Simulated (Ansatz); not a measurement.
BeS (F-43m) on a mismatched substrate

```
Be S
1.0
     2.39817    2.39817    0.00000
    -2.39817    2.39817    0.00000
     0.00000    2.39817    2.39817
Be S
1 1
Direct
  0.00000 0.00000 0.00000
  0.75000 0.25000 0.50000
```

This cell was relaxed by PAW under LDA. A film on a (001) substrate is mimicked by stretching x and y by ε∥; the length along z and the atoms then relax by PAW (default files of Ansatz 0.2.0, cutoff 420 eV, stress met within about 0.05 GPa). Stress and levels come from LDA, all-electron LAPW in Ansatz 0.2.0, scalar-relativistic; k mesh 8×8×8, fixed occupations, basis error target 0.5 meV/atom. Conduction levels are in eV over the valence top, at fixed fractional wave vectors.

```csv
ε∥ (%),ε⊥ (%),"σ∥ (GPa, tension positive)",X ⊥ z,X ∥ z,L (oblique),Γ,2nd valence level at Γ,3rd
-2.0,1.607,-3.87,2.598,2.907,5.337,5.407,0.000,-0.219
-1.0,0.811,-1.85,2.714,2.865,5.433,5.454,0.000,-0.105
-0.5,0.408,-0.89,2.770,2.845,5.454,5.478,0.000,-0.051
0.0,0.000,0.03,2.825,2.825,5.457,5.502,0.000,0.000
0.5,-0.410,0.92,2.831,2.757,5.396,5.465,-0.049,-0.049
1.0,?,?,?,?,?,?,?,?
2.0,-1.669,3.40,2.853,2.569,5.168,5.366,-0.185,-0.185
```

The last two columns are counted from the highest valence level at Γ.

Problem. How does the film contract along z, and how stiff is it in the plane?

Solution. Quadratic fits through the 6 rows shown have slopes dε⊥/dε∥ = -0.819 and dσ∥/dε∥ = 181.5 GPa at zero strain. Elasticity asks −2C12/C11 = -0.818 and C11 + C12 − 2C12²/C11 = 181.1 GPa, from PAW constants C11 = 168.6, C12 = 69.0 GPa. At the level of the σ∥ column the films keep up to 0.01 GPa along z against the unstrained cell, and the constants are scalar-relativistic PAW values, so part of the difference is the change of level.

Problem. Which shear deformation potential b does the valence splitting give?

Solution. Without spin-orbit coupling the single level moves against the pair by 3b(ε⊥ − ε∥): -0.0514 eV at ε⊥ − ε∥ = 0.00908 and 0.0492 eV at -0.00910, so b = -1.84 eV.

Problem. And the uniaxial potential of the lowest valleys?

Solution. The valley along z moves against those in the plane by Ξu(ε⊥ − ε∥): from 0.0749 to -0.0733 eV between the two smallest strains, so Ξu = 8.15 eV.

Problem. Fill the row at ε∥ = 1.0 %.

Solution. The fits give ε⊥ = -0.827 % and σ∥ = 1.78 GPa. Computed: ε⊥ (%) = -0.826, σ∥ (GPa, tension positive) = 1.78, X ⊥ z = 2.837, X ∥ z = 2.692, L (oblique) = 5.326, Γ = 5.430, 2nd valence level at Γ = -0.096, 3rd = -0.096. The levels have a kink at zero strain, where another valence state takes the top, so one parabola doesn't fit them.

Problem. What is the slope of the gap under small compression and under small tension?

Solution. dE_g/dε∥ is 111 meV per % on the compressed side and -136 on the stretched side, so the gap falls either way. The lowest conduction level lies at X ⊥ z under the strongest compression and at X ∥ z under the strongest tension.

Limits of these numbers: the frozen-core PAW files of the relaxations were fitted under PBE, their cores solved anew for this functional; semilocal gaps are low, and the spacing of valleys can be off by tenths of an eV; levels are read at fixed fractional k, so an edge that moves off these points is missed.
